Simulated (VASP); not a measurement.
# Ca (P6_3/mmc) in VASP: further runs, part 2 of 2

VASP 6.6.1. Earlier steps stand in the parts before.

## Step 3: Single point, PBE (strained and moved within the space group)

INCAR reads:

```
PREC     = Accurate       # precision mode
ENCUT    = 520            # plane-wave cutoff, eV
EDIFF    = 1E-7           # SCF threshold, eV
ISMEAR   = 0              # smearing method
SIGMA    = 0.1            # smearing width, eV
LREAL    = False          # projectors in reciprocal space
LASPH    = True           # aspherical terms in the spheres
NELM     = 100            # most SCF steps
ALGO     = Fast           # electronic algorithm
ISIF     = 2              # what is computed and relaxed
LWAVE    = False          # write WAVECAR
LCHARG   = False          # write CHGCAR
GGA      = PE             # functional
NBANDS   = 17             # bands
```

KPOINTS reads:

```
regular mesh
0
Gamma
  12 12 8
```

POSCAR reads:

```
Ca
1.0
    3.8833651322      0.0000000000      0.0000000000
   -1.9416825661      3.3630928567      0.0000000000
    0.0000000000      0.0000000000      6.4594944000
Ca
2
Direct
    0.3333333333      0.6666666667      0.2500000000
    0.6666666667      0.3333333333      0.7500000000
```

Potentials or basis: VASP PAW PBE potentials, release 64 (Ca_sv).

The run is started by

```
cat potpaw_PBE.64/Ca_sv/POTCAR > POTCAR
mpirun -np 1 vasp_std > vasp.out
```

OUTCAR:

```text
PREC = Accurate
   ENCUT = 520
   EDIFF = 1E-7
   ISMEAR = 0
   LREAL = False
   LASPH = True
   NELM = 100
   ISIF = 2
   GGA = PE

 ion  position               nearest neighbor table
   1  0.333  0.667  0.250-
   2  0.667  0.333  0.750-

  LATTYP: Found a hexagonal cell.
 ALAT       =     3.8833651322
 C/A-ratio  =     1.6633754952

  Lattice vectors:

 A1 = (   3.8833651322,   0.0000000000,   0.0000000000)
 A2 = (  -1.9416825661,   3.3630928567,   0.0000000000)
 A3 = (   0.0000000000,   0.0000000000,   6.4594944000)

Analysis of symmetry for initial positions (statically):
=====================================================================
 Subroutine PRICEL returns:
 Original cell was already a primitive cell.

 Routine SETGRP: Setting up the symmetry group for a
 hexagonal supercell.

 Subroutine GETGRP returns: Found 24 space group operations
 (whereof 12 operations were pure point group operations)
 out of a pool of 24 trial point group operations.

The static configuration has the point symmetry D_3d.
 The point group associated with its full space group is D_6h.

Analysis of symmetry for dynamics (positions and initial velocities):
=====================================================================
 Subroutine PRICEL returns:
 Original cell was already a primitive cell.

 Routine SETGRP: Setting up the symmetry group for a
 hexagonal supercell.

 Subroutine GETGRP returns: Found 24 space group operations
 (whereof 12 operations were pure point group operations)
 out of a pool of 24 trial point group operations.

The dynamic configuration has the point symmetry D_3d.
 The point group associated with its full space group is D_6h.

 Subroutine INISYM returns: Found 24 space group operations
 (whereof 12 operations are pure point group operations),
 and found     1 'primitive' translations

----------------------------------------------------------------------------------------

                                     Primitive cell

  volume of cell :      84.3618

  direct lattice vectors                    reciprocal lattice vectors
     3.883365132  0.000000000  0.000000000     0.257508621  0.148672672  0.000000000
    -1.941682566  3.363092857  0.000000000     0.000000000  0.297345343  0.000000000
     0.000000000  0.000000000  6.459494400     0.000000000  0.000000000  0.154810878

  length of vectors
     3.883365132  3.883365132  6.459494400     0.297345343  0.297345343  0.154810878

  position of ions in fractional coordinates (direct lattice)
     0.333333333  0.666666667  0.250000000
     0.666666667  0.333333333  0.750000000

  ion indices of the primitive-cell ions
   primitive index   ion index
                 1           1
                 2           2

----------------------------------------------------------------------------------------

 KPOINTS: regular mesh

Automatic generation of k-mesh.
 Grid dimensions read from file:
 generate k-points for:   12   12    8

 Generating k-lattice:

  Cartesian coordinates                     Fractional coordinates (reciprocal lattice)
     0.021459052  0.012389389  0.000000000     0.083333333  0.000000000  0.000000000
     0.000000000  0.024778779  0.000000000     0.000000000  0.083333333  0.000000000
     0.000000000  0.000000000  0.019351360     0.000000000  0.000000000  0.125000000

  Length of vectors
     0.024778779  0.024778779  0.019351360

  Shift w.r.t. Gamma in fractional coordinates (k-lattice)
     0.000000000  0.000000000  0.000000000

 Subroutine IBZKPT returns following result:
 ===========================================

 Found     95 irreducible k-points:

 Following reciprocal coordinates:
            Coordinates               Weight
  0.000000  0.000000  0.000000      1.000000
  0.083333  0.000000  0.000000      6.000000
  0.166667  0.000000  0.000000      6.000000
  0.250000  0.000000  0.000000      6.000000
  0.333333  0.000000  0.000000      6.000000
  0.416667 -0.000000  0.000000      6.000000
[... 16 lines left out ...]
  0.250000  0.000000  0.125000     12.000000
  0.333333  0.000000  0.125000     12.000000
 [... further k-points ...]
   k-points           NKPTS =     95   k-points in BZ     NKDIM =     95   number of bands    NBANDS=     17
   number of dos      NEDOS =    301   number of ions     NIONS =      2
   total plane-waves  NPLWV =  43200
   dimension x,y,z NGX =    30 NGY =   30 NGZ =   48
   dimension x,y,z NGXF=    60 NGYF=   60 NGZF=   96
   ions per type =               2
   NGX,Y,Z   is equivalent  to a cutoff of  12.84, 12.84, 12.35 a.u.
   NGXF,Y,Z  is equivalent  to a cutoff of  25.69, 25.69, 24.71 a.u.
 SYSTEM =  unknown system
   PREC   = accura    normal or accurate (medium, high low for compatibility)
   ISTART =      0    job   : 0-new  1-cont  2-samecut
   ICHARG =      2    charge: 1-file 2-atom 10-const
   ISPIN  =      1    spin polarized calculation?
   LNONCOLLINEAR =      F non collinear calculations
   LSORBIT =      F    spin-orbit coupling
   LASPH  =      T    aspherical Exc in radial PAW
   ENCUT  =  520.0 eV  38.22 Ry    6.18 a.u.   7.22  7.22 12.01*2*pi/ulx,y,z
   NELM   =    100;   NELMIN=  2; NELMDL= -5     # of ELM steps
   EDIFF  = 0.1E-06   stopping-criterion for ELM
   LREAL  =      F    real-space projection
   EDIFFG = 0.1E-05   stopping-criterion for IOM
   NSW    =      0    number of steps for IOM
   IBRION =     -1    ionic relax: 0-MD 1-quasi-New 2-CG
   NFREE  =      0    steps in history (QN), initial steepest desc. (CG)
   ISIF   =      2    stress and relaxation
   ISYM   =      2    0-nonsym 1-usesym 2-fastsym
   POTIM  = 0.5000    time-step for ionic-motion
   TEBEG  =    0.0;   TEEND  =   0.0 temperature during run
   PSTRESS=    0.0 pullay stress
   NELECT =      20.0000    total number of electrons
   NUPDOWN=      -1.0000    fix difference up-down
   EMIN   =  10.00;   EMAX   =-10.00  energy-range for DOS
   EFERMI =   0.00;   METHOD = LEGACY
   ISMEAR =     0;   SIGMA  =   0.10  broadening in eV -4-tet -1-fermi 0-gaus
   EFERMI_NEDOS =   21; number of points for ismear=-14 and -15
   IALGO  =     68    algorithm
   IMIX   =      4    mixing-type and parameters
     AMIX     =   0.40;   BMIX     =  1.00
     AMIX_MAG =   1.60;   BMIX_MAG =  1.00
  volume/ion in A,a.u.               =      42.18       284.65
  Fermi-wavevector in a.u.,A,eV,Ry     =   1.013218  1.914705 13.967891  1.026611
  Thomas-Fermi vector in A             =   2.146374
   LORBIT       =      0    0 simple, 1 ext, 2 COOP (PROOUT), +10 PAW based schemes
   GGA     = PE    functional components
   LHFCALC =     F    Hartree Fock is set to
   AEXX    =    0.0000 exact exchange contribution
   IVDW    =     0    specifies the selected vdW correction
   LEPSILON=     F    determine dielectric tensor
   LRPA    =     F    only Hartree local field effects (RPA)
 non-spin polarized calculation
 RMM-DIIS sequential band-by-band and
 Gauss-broadening in eV      SIGMA  =   0.10
  energy-cutoff  :      520.00
  volume of cell :       84.36
 maximum number of plane-waves:      2289
 NGX is ok and might be reduce to    30

 number of electron      19.9999995 magnetization

 Free energy of the ion-electron system (eV)
  ---------------------------------------------------
  ext. energy  EPLUGINS =         0.00000000
  ---------------------------------------------------
  free energy    TOTEN  =        -3.85696723 eV

  energy without entropy =       -3.84640659  energy(sigma->0) =       -3.85168691

 E-fermi :   2.0243     XC(G=0):  -7.7361

 val. band max:        2.0215350855   @ k =   0.2500   0.0833   0.0000
 cond. band min:       2.0257338027   @ k =   0.0000   0.0000   0.1250
 fundamental gap:      0.0041987172
 Fermi energy:         2.0243403821

 k-point     1 :       0.0000    0.0000    0.0000
  band No.  band energies     occupation
      1     -40.0421      2.00000
      2     -40.0296      2.00000
      3     -21.0866      2.00000
      4     -20.9789      2.00000
      5     -20.9789      2.00000
      6     -20.9616      2.00000
[... 9 lines left out ...]
     16       4.5949      0.00000
     17       5.0416      0.00000
[... 441 lines left out ...]
 k-point    24 :       0.3333    0.0000    0.1250
  band No.  band energies     occupation
      1     -40.0318      2.00000
      2     -40.0251      2.00000
      3     -21.0682      2.00000
      4     -21.0492      2.00000
      5     -21.0377      2.00000
      6     -21.0027      2.00000
[... 9 lines left out ...]
     16       5.2451      0.00000
     17       5.4250      0.00000

 [... further k-points ...]

------------------------ aborting loop because EDIFF is reached ----------------------------------------

  FORCE on cell =-STRESS in cart. coord.  units (eV):
  Direction    XX          YY          ZZ          XY          YZ          ZX
  --------------------------------------------------------------------------------------
  -------------------------------------------------------------------------------------
  Total        0.1125895      0.1125895     -0.0915047     -0.0000000      0.0000000      0.0000000
  in kB        2.1382724      2.1382724     -1.7378345     -0.0000000      0.0000000      0.0000000
  external PRESSURE =       0.8462368 kB  Pullay stress =       0.0000000 kB

 VOLUME and BASIS-vectors are now :
 -----------------------------------------------------------------------------
  energy-cutoff  :      520.00
  volume of cell :       84.36
      direct lattice vectors                 reciprocal lattice vectors
     3.883365132  0.000000000  0.000000000     0.257508621  0.148672672  0.000000000
    -1.941682566  3.363092857  0.000000000     0.000000000  0.297345343  0.000000000
     0.000000000  0.000000000  6.459494400     0.000000000  0.000000000  0.154810878

 POSITION                                       TOTAL-FORCE (eV/Angst)
 -----------------------------------------------------------------------------------
     -0.00000      2.24206      1.61487        -0.000000      0.000000     -0.000000
      1.94168      1.12103      4.84462         0.000000      0.000000      0.000000
 -----------------------------------------------------------------------------------
    total drift:                               -0.000000      0.000000      0.000000

  FREE ENERGIE OF THE ION-ELECTRON SYSTEM (eV)
  ---------------------------------------------------
  free  energy   TOTEN  =        -3.8569672314 eV

  energy  without entropy=       -3.8464065895  energy(sigma->0) =       -3.85168691
```

It took 2.9 min on 1 thread of Intel Xeon Platinum 8488C (Sapphire Rapids), shared host; peak memory 0.27 GiB.

Results:

```yaml
Free_energy: -3.8570 eV
Pressure: 0.1 GPa
Band_gap_on_the_k_mesh: none (metal or under the smearing width)
```

Stress tensor (GPa, compression positive):
```
 0.21  0.00  0.00
 0.00  0.21  0.00
 0.00  0.00 -0.17
```
